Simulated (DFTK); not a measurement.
Ca under changes of volume

One of the cells (43.632 Å³/atom); the others are scaled copies at fixed shape and fractional positions:

```xyz
1
Lattice="0.0000 2.7942 2.7942 2.7942 0.0000 2.7942 2.7942 2.7942 0.0000" Properties=species:S:1:pos:R:3 pbc="T T T"
Ca    0.0000    0.0000    0.0000
```

- Program: DFTK 0.8.2
- Functional: PBE
- Potentials or basis: dojo.nc.sr.pbe.v0_4_1.standard.upf (PBE)
- Cutoff: 1034 eV
- k mesh: 8 × 8 × 8
- Occupations: fermi-dirac, width 0.05 eV
- Spin: no spin polarisation

```csv
volume (Å³/atom),energy over the lowest point (meV/atom),pressure (GPa)
41.014,1.51,0.5
41.886,0.00,0.1
42.759,0.49,-0.2
43.632,2.80,-0.6
44.504,6.79,-0.9
45.377,12.29,-1.1
46.250,?,?
```

Question: What does the run at 46.250 Å³/atom give?

Answer: Energy over the lowest point 19.18 meV/atom; pressure -1.4 GPa.

Worked out: A Birch-Murnaghan fit of order 3 (a polynomial in V^(-2/3)) to the other rows has its minimum at 42.10 Å³/atom with B0 = V·E''(V) = 17.3 GPa and B' = 3.4. It gives 19.19 meV/atom at 46.250 Å³/atom, against the run's 19.18, and -dE/dV = -1.4 GPa, against -1.4.

Energies are extrapolated to zero smearing.
